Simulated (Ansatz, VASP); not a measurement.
## Pd: VASP beside Ansatz

```
Pd
1.0
     0.00000    3.04403    3.04403
     3.04403    0.00000    3.04403
     3.04403    3.04403    0.00000
Pd
2
Direct
  0.12500 0.12500 0.12500
  0.87500 0.87500 0.87500
```

Alike in both runs: task single point; functional BLYP; k mesh 10 × 10 × 10; occupations fermi-dirac, width 0.1 eV; no spin polarisation.

|  | VASP | Ansatz |
| --- | --- | --- |
| version | VASP 6.6.1 | Ansatz 0.2.0 |
| potentials or method | VASP PAW PBE potentials, release 64 (Pd) | plane waves (420 eV) with PAW, scalar-relativistic |
| plane-wave cutoff (eV) | 520 | 420 |
| valence electrons in the cell | 20 | 36 |

```csv
,VASP,Ansatz,Ansatz less VASP
pressure (GPa),-3.4,-3.4,-0.07
```

The functional is the same, so the differences come from potentials, cutoffs and numerics. The two sets of potentials don't hold the same shells in valence.

Caveats: the PAW data sets were made with another functional, which shifts forces and pressure a little (VASP).
